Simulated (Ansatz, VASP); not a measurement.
## Ni in VASP and in Ansatz

```
Ni
1.0
     2.33346    0.00000    0.00000
    -1.16673    2.02084    0.00000
     0.00000    0.00000    2.26294
Ni
1
Direct
  0.00000 0.00000 0.00000
```

Alike in both runs: functional PBE; k mesh 18 × 18 × 17; occupations fermi-dirac, width 0.1 eV; collinear spin.

Ansatz relaxed the structure, and its values are those at the end. VASP's run is a single point on that final structure, the one shown.

|  | VASP | Ansatz |
| --- | --- | --- |
| version | VASP 6.6.1 | Ansatz 0.2.0 |
| potentials or method | VASP PAW PBE potentials, release 64 (Ni) | PAW with Ansatz's default frozen-core files, scalar-relativistic |
| plane-wave cutoff (eV) | 520 | 420 |
| valence electrons in the cell | 10 | 18 |

VASP gave:

| Quantity | Value |
| --- | --- |
| pressure (GPa) | 20.7 |
| net moment per atom (μB) | 0.14 |
| size of the moment on the site where the two differ most (μB) | 0.14 |

Question: What did Ansatz give for the same quantities?

Answer: Pressure (GPa): 21.1; net moment per atom (μB): 0.16; size of the moment on the site where the two differ most (μB): 0.17.

Site moments also hang on the region over which each program counts them. With one functional, cell and mesh, what is left measures potentials, basis and numerics. The two sets of potentials don't hold the same shells in valence.

Caveats: so large a pressure means that the cell lies far from this level's equilibrium, or that cutoff or potentials fall short (VASP).
